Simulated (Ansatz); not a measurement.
## Which way does AgBr + CsI ⇌ AgI + CsBr run?

Plane-wave DFT in Ansatz with scalar-relativistic PAW potentials, cutoff 500 eV, Γ-centred meshes chosen by cell and gap, Gaussian smearing with energies taken to zero width. Every cell was relaxed (cell and atoms) in a run of its own, within the symmetry of its start. Functional: r2SCAN.

Total energies hold large constants for each element; a whole number of eV per atom of each element is taken off below, which cancels in a balanced reaction.

```tsv
compound	lowest structure computed	structures tried	V (Å³/atom)	gap on mesh (eV)	E (eV per formula unit, common shift removed)
AgBr	Fm-3m	2	24.20	1.29	-0.7148
CsI	Pm-3m	3	48.95	4.51	-3.5080
AgI	P6_3mc	2	35.60	1.86	-0.5844
CsBr	Pm-3m	2	40.38	5.19	-3.8367
```

Task: Work out the reaction energy at 0 K.

Result: ΔE = E(AgI) + E(CsBr) − E(AgBr) − E(CsI) = -0.198 eV, or -19 kJ per mole of reaction (-50 meV/atom). The right side is lower: Ag takes I and Cs takes Br. Pauling's electronegativities (Cs 0.79, Ag 1.93; Br 2.96, I 2.66) would pair Cs with Br, the most ionic bond; the result follows that. All four are computed as solids; where they are solids at ordinary conditions entropy changes little. A lower structure that wasn't tried would shift the value, and mixed crystals may lie lower than either side.

Spin-orbit coupling is left out, which matters for the bands of heavy elements.